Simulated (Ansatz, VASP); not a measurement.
**One calculation of Sn, two programs**

```xyz
1
Lattice="-2.0018 2.0018 1.6383 2.0018 -2.0018 1.6383 2.0018 2.0018 -1.6383" Properties=species:S:1:pos:R:3 pbc="T T T"
Sn    0.0000    0.0000    0.0000
```

Change from the starting cell: volume scaled by 0.96.

Alike in both runs: task single point; functional PBEsol; k mesh 10 × 10 × 10; occupations methfessel-paxton of order 1, width 0.1 eV; no spin polarisation.

|  | VASP | Ansatz |
| --- | --- | --- |
| version | VASP 6.6.1 | Ansatz 0.2.0 |
| potentials or method | VASP PAW PBE potentials, release 64 (Sn_d), cutoff 520 eV | all-electron LAPW, scalar-relativistic |

|  | VASP | Ansatz | Ansatz less VASP |
| --- | --- | --- | --- |
| gap on the k mesh at the Fermi level (eV) | none | none | - |
| pressure (GPa) | 0.0 | 0.0 | +0.05 |
| largest component of the traceless stress (GPa) | 1.13 | 1.13 | +0.001 |

A gap of «none» marks a metal or a gap that the smearing closes. Ansatz ran all-electron here, so the differences hold the error of VASP's frozen core and of both bases.

Caveats: the PAW data sets were made with another functional, which shifts forces and pressure a little (VASP).
